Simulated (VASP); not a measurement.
# TiN (Fm-3m) in VASP: relaxation of cell and atoms with PBEsol

Aim: the relaxation of cell and atoms of TiN with PBEsol.

Everything below comes from runs of VASP 6.6.1. Logs are shortened: lines on timing, memory, paths and dates and some standing lists are left out, and cuts for length are marked.

### Step 1. Starting point

It takes space group Fm-3m (No. 225, cubic). The conventional cell has a = 4.206 Å, b = 4.206 Å, c = 4.206 Å, α = 90.00°, β = 90.00°, γ = 90.00°. Ti (site symmetry m-3m) has 6 N at 2.10 Å as nearest neighbours. N (site symmetry m-3m) is surrounded by 6 Ti at 2.10 Å.

### Step 2. Relaxation of cell and atoms, PBEsol

INCAR

```
SYSTEM = TiN
ALGO = Normal
EDIFF = 1E-7
EDIFFG = -0.005
ENCUT = 600
GGA = PS
IBRION = 2
ISIF = 3
ISMEAR = 1
LASPH = .TRUE.
LCHARG = .FALSE.
LREAL = .FALSE.
LWAVE = .FALSE.
NELM = 80
NSW = 90
PREC = Accurate
SIGMA = 0.1
```

KPOINTS

```
k-points
0
G
  16 16 16
  0 0 0
```

POSCAR

```
TiN                                     
1.0
    0.0000000000      2.1029354751      2.1029354751
    2.1029354751     -0.0000000000      2.1029354751
    2.1029354751      2.1029354751      0.0000000000
  Ti              N             
     1     1
Direct
     0.0000000000000000    0.0000000000000000    0.0000000000000000
     0.5000000000000000    0.5000000000000000    0.5000000000000000
```

Potentials or basis: VASP PAW PBE potentials, release 64 (Ti_sv, N).

The run is started by

```sh
cat potpaw_PBE.64/Ti_sv/POTCAR potpaw_PBE.64/N/POTCAR > POTCAR
mpirun -np 1 vasp_std > vasp.out
```

OUTCAR:

```text
SYSTEM = TiN
   EDIFF = 1E-7
   EDIFFG = -0.005
   ENCUT = 600
   GGA = PS
   IBRION = 2
   ISIF = 3
   ISMEAR = 1
   LASPH = .TRUE.
   LREAL = .FALSE.
   NELM = 80
   NSW = 90
   PREC = Accurate

 ion  position               nearest neighbor table
   1  0.000  0.000  0.000-   2 2.10   2 2.10   2 2.10   2 2.10   2 2.10   2 2.10
   2  0.500  0.500  0.500-   1 2.10   1 2.10   1 2.10   1 2.10   1 2.10   1 2.10

  LATTYP: Found a face centered cubic cell.
 ALAT       =     4.2058709502

  Lattice vectors:

 A1 = (   0.0000000000,   2.1029354751,   2.1029354751)
 A2 = (   2.1029354751,   0.0000000000,   2.1029354751)
 A3 = (   2.1029354751,   2.1029354751,   0.0000000000)

Analysis of symmetry for initial positions (statically):
=====================================================================
 Subroutine PRICEL returns:
 Original cell was already a primitive cell.

 Routine SETGRP: Setting up the symmetry group for a
 face centered cubic supercell.

 Subroutine GETGRP returns: Found 48 space group operations
 (whereof 48 operations were pure point group operations)
 out of a pool of 48 trial point group operations.

The static configuration has the point symmetry O_h .

Analysis of symmetry for dynamics (positions and initial velocities):
=====================================================================
 Subroutine PRICEL returns:
 Original cell was already a primitive cell.

 Routine SETGRP: Setting up the symmetry group for a
 face centered cubic supercell.

 Subroutine GETGRP returns: Found 48 space group operations
 (whereof 48 operations were pure point group operations)
 out of a pool of 48 trial point group operations.

The dynamic configuration has the point symmetry O_h .

 Subroutine INISYM returns: Found 48 space group operations
 (whereof 48 operations are pure point group operations),
 and found     1 'primitive' translations

----------------------------------------------------------------------------------------

                                     Primitive cell

  volume of cell :      18.5998

  direct lattice vectors                    reciprocal lattice vectors
     0.000000000  2.102935475  2.102935475    -0.237762882  0.237762882  0.237762882
     2.102935475  0.000000000  2.102935475     0.237762882 -0.237762882  0.237762882
     2.102935475  2.102935475  0.000000000     0.237762882  0.237762882 -0.237762882

  length of vectors
     2.973999870  2.973999870  2.973999870     0.411817392  0.411817392  0.411817392

  position of ions in fractional coordinates (direct lattice)
     0.000000000  0.000000000  0.000000000
     0.500000000  0.500000000  0.500000000

  ion indices of the primitive-cell ions
   primitive index   ion index
                 1           1
                 2           2

----------------------------------------------------------------------------------------

 KPOINTS: k-points

Automatic generation of k-mesh.
 Grid dimensions read from file:
 generate k-points for:   16   16   16

 Generating k-lattice:

  Cartesian coordinates                     Fractional coordinates (reciprocal lattice)
    -0.014860180  0.014860180  0.014860180     0.062500000  0.000000000  0.000000000
     0.014860180 -0.014860180  0.014860180     0.000000000  0.062500000  0.000000000
     0.014860180  0.014860180 -0.014860180     0.000000000  0.000000000  0.062500000

  Length of vectors
     0.025738587  0.025738587  0.025738587

  Shift w.r.t. Gamma in fractional coordinates (k-lattice)
     0.000000000  0.000000000  0.000000000

 Subroutine IBZKPT returns following result:
 ===========================================

 Found    145 irreducible k-points:

 Following reciprocal coordinates:
            Coordinates               Weight
  0.000000  0.000000  0.000000      1.000000
  0.062500  0.000000  0.000000      8.000000
  0.125000  0.000000  0.000000      8.000000
  0.187500  0.000000  0.000000      8.000000
  0.250000  0.000000  0.000000      8.000000
  0.312500  0.000000  0.000000      8.000000
[... 16 lines left out ...]
 -0.125000  0.062500  0.000000     24.000000
 -0.062500  0.062500  0.000000     12.000000
 [... further k-points ...]
   k-points           NKPTS =    145   k-points in BZ     NKDIM =    145   number of bands    NBANDS=     12
   number of dos      NEDOS =    301   number of ions     NIONS =      2
   total plane-waves  NPLWV =  13824
   dimension x,y,z NGX =    24 NGY =   24 NGZ =   24
   dimension x,y,z NGXF=    48 NGYF=   48 NGZF=   48
   ions per type =               1   1
   NGX,Y,Z   is equivalent  to a cutoff of  13.42, 13.42, 13.42 a.u.
   NGXF,Y,Z  is equivalent  to a cutoff of  26.83, 26.83, 26.83 a.u.
 SYSTEM =  TiN
   PREC   = accura    normal or accurate (medium, high low for compatibility)
   ISTART =      0    job   : 0-new  1-cont  2-samecut
   ICHARG =      2    charge: 1-file 2-atom 10-const
   ISPIN  =      1    spin polarized calculation?
   LNONCOLLINEAR =      F non collinear calculations
   LSORBIT =      F    spin-orbit coupling
   LASPH  =      T    aspherical Exc in radial PAW
   ENCUT  =  600.0 eV  44.10 Ry    6.64 a.u.   5.94  5.94  5.94*2*pi/ulx,y,z
   NELM   =     80;   NELMIN=  2; NELMDL= -5     # of ELM steps
   EDIFF  = 0.1E-06   stopping-criterion for ELM
   LREAL  =      F    real-space projection
   EDIFFG = -.5E-02   stopping-criterion for IOM
   NSW    =     90    number of steps for IOM
   IBRION =      2    ionic relax: 0-MD 1-quasi-New 2-CG
   NFREE  =      1    steps in history (QN), initial steepest desc. (CG)
   ISIF   =      3    stress and relaxation
   ISYM   =      2    0-nonsym 1-usesym 2-fastsym
   POTIM  = 0.5000    time-step for ionic-motion
   TEBEG  =    0.0;   TEEND  =   0.0 temperature during run
   PSTRESS=    0.0 pullay stress
   NELECT =      17.0000    total number of electrons
   NUPDOWN=      -1.0000    fix difference up-down
   EMIN   =  10.00;   EMAX   =-10.00  energy-range for DOS
   EFERMI =   0.00;   METHOD = LEGACY
   ISMEAR =     1;   SIGMA  =   0.10  broadening in eV -4-tet -1-fermi 0-gaus
   EFERMI_NEDOS =   21; number of points for ismear=-14 and -15
   IALGO  =     38    algorithm
   IMIX   =      4    mixing-type and parameters
     AMIX     =   0.40;   BMIX     =  1.00
     AMIX_MAG =   1.60;   BMIX_MAG =  1.00
  volume/ion in A,a.u.               =       9.30        62.76
  Fermi-wavevector in a.u.,A,eV,Ry     =   1.588749  3.002300 34.342768  2.524122
  Thomas-Fermi vector in A             =   2.687704
   LORBIT       =      0    0 simple, 1 ext, 2 COOP (PROOUT), +10 PAW based schemes
   GGA     = PS    functional components
   LHFCALC =     F    Hartree Fock is set to
   AEXX    =    0.0000 exact exchange contribution
   IVDW    =     0    specifies the selected vdW correction
   LEPSILON=     F    determine dielectric tensor
   LRPA    =     F    only Hartree local field effects (RPA)
 conjugate gradient relaxation of ions
 non-spin polarized calculation
 Methfessel and Paxton  Order N= 1 SIGMA  =   0.10
  energy-cutoff  :      600.00
  volume of cell :       18.60
 maximum number of plane-waves:       636
   NGX = 11   NGY = 11   NGZ = 11

 number of electron      16.9999998 magnetization

 Free energy of the ion-electron system (eV)
  ---------------------------------------------------
  ext. energy  EPLUGINS =         0.00000000
  ---------------------------------------------------
  free energy    TOTEN  =       -20.78179960 eV

  energy without entropy =      -20.78040292  energy(sigma->0) =      -20.78133404

 E-fermi :  11.6677     XC(G=0): -13.3641

 val. band max:       11.6641519585   @ k =   0.3750   0.1250   0.0000
 cond. band min:      11.6687663661   @ k =  -0.1875   0.0625   0.0000
 fundamental gap:      0.0046144076
 Fermi energy:        11.6677090302

 k-point     1 :       0.0000    0.0000    0.0000
  band No.  band energies     occupation
      1     -45.9144      2.00000
      2     -21.9749      2.00000
      3     -21.9749      2.00000
      4     -21.9749      2.00000
      5      -5.5390      2.00000
      6       9.6067      2.00000
      7       9.6067      2.00000
      8       9.6067      2.00000
      9      11.0041      2.00000
     10      11.0041      2.00000
     11      11.0041      2.00000
     12      12.2525     -0.00000

 k-point     2 :       0.0625    0.0000    0.0000
  band No.  band energies     occupation
      1     -45.9102      2.00000
      2     -22.0040      2.00000
      3     -21.9773      2.00000
      4     -21.9773      2.00000
      5      -5.4582      2.00000
      6       9.1387      2.00000
      7       9.2540      2.00000
      8       9.2540      2.00000
      9      11.1272      2.00000
     10      11.1272      2.00000
     11      11.2523      2.00000
     12      12.6161     -0.00000

 k-point     3 :       0.1250    0.0000    0.0000
  band No.  band energies     occupation
      1     -45.8982      2.00000
      2     -22.0861      2.00000
      3     -21.9840      2.00000
      4     -21.9840      2.00000
      5      -5.2237      2.00000
      6       8.1877      2.00000
      7       8.5671      2.00000
      8       8.5671      2.00000
      9      11.3810      2.00039
     10      11.3810      2.00039
     11      11.6331      1.54866
     12      13.4392     -0.00000
[... 286 lines left out ...]
 k-point    23 :      -0.1250    0.0625    0.0000
  band No.  band energies     occupation
      1     -45.8894      2.00000
      2     -22.1339      2.00000
      3     -22.0094      2.00000
      4     -21.9798      2.00000
      5      -5.0541      2.00000
      6       7.5844      2.00000
      7       8.0552      2.00000
      8       8.4695      2.00000
      9      11.3319      2.00002
     10      11.7061      0.39991
     11      11.9763     -0.00011
     12      13.3128     -0.00000

 k-point    24 :      -0.0625    0.0625    0.0000
  band No.  band energies     occupation
      1     -45.9034      2.00000
      2     -22.0443      2.00000
      3     -21.9926      2.00000
      4     -21.9760      2.00000
      5      -5.3276      2.00000
      6       8.4982      2.00000
      7       8.7232      2.00000
      8       9.0446      2.00000
      9      11.1264      2.00000
     10      11.4369      2.00524
     11      11.5493      2.07038
     12      12.7133     -0.00000

 [... further k-points ...]

------------------------ aborting loop because EDIFF is reached ----------------------------------------

  FORCE on cell =-STRESS in cart. coord.  units (eV):
  Direction    XX          YY          ZZ          XY          YZ          ZX
  --------------------------------------------------------------------------------------
  -------------------------------------------------------------------------------------
  Total       -0.0056493     -0.0056493     -0.0056493      0.0000000      0.0000000      0.0000000
  in kB       -0.4866251     -0.4866251     -0.4866251      0.0000000      0.0000000      0.0000000
  external PRESSURE =      -0.4866251 kB  Pullay stress =       0.0000000 kB

 VOLUME and BASIS-vectors are now :
 -----------------------------------------------------------------------------
  energy-cutoff  :      600.00
  volume of cell :       18.60
      direct lattice vectors                 reciprocal lattice vectors
     0.000000000  2.102935475  2.102935475    -0.237762882  0.237762882  0.237762882
     2.102935475  0.000000000  2.102935475     0.237762882 -0.237762882  0.237762882
     2.102935475  2.102935475  0.000000000     0.237762882  0.237762882 -0.237762882

 POSITION                                       TOTAL-FORCE (eV/Angst)
 -----------------------------------------------------------------------------------
      0.00000      0.00000      0.00000        -0.000000     -0.000000     -0.000000
      2.10294      2.10294      2.10294         0.000000      0.000000      0.000000
 -----------------------------------------------------------------------------------
    total drift:                                0.000000     -0.000000     -0.000000

  FREE ENERGIE OF THE ION-ELECTRON SYSTEM (eV)
  ---------------------------------------------------
  free  energy   TOTEN  =       -20.7817995971 eV

  energy  without entropy=      -20.7804029231  energy(sigma->0) =      -20.78133404

 reached required accuracy - stopping structural energy minimisation
```

Run time: 33 s. Hardware: 1 thread of AMD EPYC 7R13 (Zen 3), shared host; peak memory 0.14 GiB.

What came out:

* Free energy: -20.7818 eV
* Pressure after relaxing: 0.0 GPa
* Band gap on the k mesh: none (metal or under the smearing width)

Final structure:
```
Ti N
1.0
     0.00000    2.10294    2.10294
     2.10294    0.00000    2.10294
     2.10294    2.10294    0.00000
Ti N
1 1
Direct
  0.00000 0.00000 0.00000
  0.50000 0.50000 0.50000
```

Caveat: the relaxation stopped at its first step, so nothing moved; the PAW data sets were made with another functional, which shifts forces and pressure a little.
